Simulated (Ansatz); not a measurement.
Crystal: HgSe.

```
Hg Se
1.0
     0.00000    3.03900    3.03900
     3.03900    0.00000    3.03900
     3.03900    3.03900    0.00000
Hg Se
1 1
Direct
  0.00000 0.00000 0.00000
  0.75000 0.75000 0.75000
```

* Program: Ansatz 0.2.0
* Task: relaxation of cell and atoms
* Functional: BLYP
* Dispersion: D3(BJ)
* Potentials or basis: all-electron LAPW, scalar-relativistic
* Basis error allowed: 0.001 eV/atom
* k mesh: 8 × 8 × 8
* Occupations: fermi-dirac, width 0.05 eV
* Spin: no spin polarisation

At the start: volume 28.07 Å³/atom.

Problem. Where does the relaxation end?

Solution. Over 5 steps the energy falls by 16.7 meV/atom and the volume is 29.81 Å³/atom (+6.2 %); space group F-43m (No. 216, to 0.05 Å).

The path:
| step | energy change (eV) | largest force (eV/Å) | volume (Å³) |
| --- | --- | --- | --- |
| 1 | 0.0000 | 0.0000 | 56.13 |
| 2 | -0.0306 | 0.0000 | 60.69 |
| 3 | -0.0334 | 0.0000 | 59.74 |
| 4 | -0.0334 | 0.0000 | 59.62 |
| 5 | -0.0334 | 0.0000 | 59.62 |

Final structure:
```yaml
crystal:
  lattice:
    - [0.00000, 3.10058, 3.10058]
    - [3.10058, 0.00000, 3.10058]
    - [3.10058, 3.10058, 0.00000]
  atoms:
    - { symbol: Hg, position: [0.00000, 0.00000, 0.00000] }
    - { symbol: Se, position: [0.75000, 0.75000, 0.75000] }
```
